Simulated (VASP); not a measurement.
Runs of VASP 6.6.1 on Au. Symmetry: Im-3m, No. 229, cubic system. The conventional cell has a = 3.240 Å, b = 3.240 Å, c = 3.240 Å, α = 90.00°, β = 90.00°, γ = 90.00°. Au (site symmetry m-3m) is surrounded by 8 Au at 2.81 Å. This isn't the form of Au at room conditions, which is fcc.

| task | level | potentials or basis | cell | k mesh | cutoff (eV) | mesh quality | gap on the mesh (eV) | pressure (GPa) | relaxed volume (Å³/atom) |
| --- | --- | --- | --- | --- | --- | --- | --- | --- | --- |
| relaxation of cell and atoms | PBEsol | VASP PAW PBE potentials, release 64 (Au) | relaxed | 18 × 18 × 18 | 580 | not flagged | none | 0.0 | 17.02 |
| relaxation of cell and atoms | PBEsol | VASP PAW PBE potentials, release 64 (Au) | relaxed | 18 × 18 × 18 | 600 | not flagged | none | 0.0 | 17.02 |
| relaxation of cell and atoms | PBE | VASP PAW PBE potentials, release 64 (Au) | relaxed | 18 × 18 × 18 | 600 | not flagged | none | 0.0 | 17.97 |
| relaxation of cell and atoms | PBEsol | VASP PAW PBE potentials, release 64 (Au) | relaxed | 18 × 18 × 18 | 300 | not flagged | none | 0.0 | 16.94 |
| relaxation of cell and atoms | PBEsol | VASP PAW PBE potentials, release 64 (Au) | relaxed | 6 × 6 × 6 | 600 | coarse | none | 0.0 | (b) |
| relaxation of cell and atoms | RPBE | VASP PAW PBE potentials, release 64 (Au) | relaxed | 18 × 18 × 18 | 600 | not flagged | none | 0.0 | 18.51 |
| single point | PBEsol | VASP PAW PBE potentials, release 64 (Au) | as given | 18 × 18 × 18 | 520 | not flagged | none | 0.1 | - |
| relaxation of cell and atoms | LDA | VASP PAW LDA potentials, release 64 (Au) | relaxed | 18 × 18 × 18 | 600 | not flagged | none | 0.0 | (a) |

Alike in all rows: no spin polarisation; smearing gaussian 0.1 eV.

Q: Estimate the missing entries.

A: (a) 16.66; (b) 17.04.

Caveats: some runs use coarse meshes; the PAW data sets were made with another functional, which shifts forces and pressure a little (some runs).

A k mesh can miss the band edges, and the runs leave out spin-orbit coupling on Au.

A gap of «none» marks a metal or a gap under the smearing width.
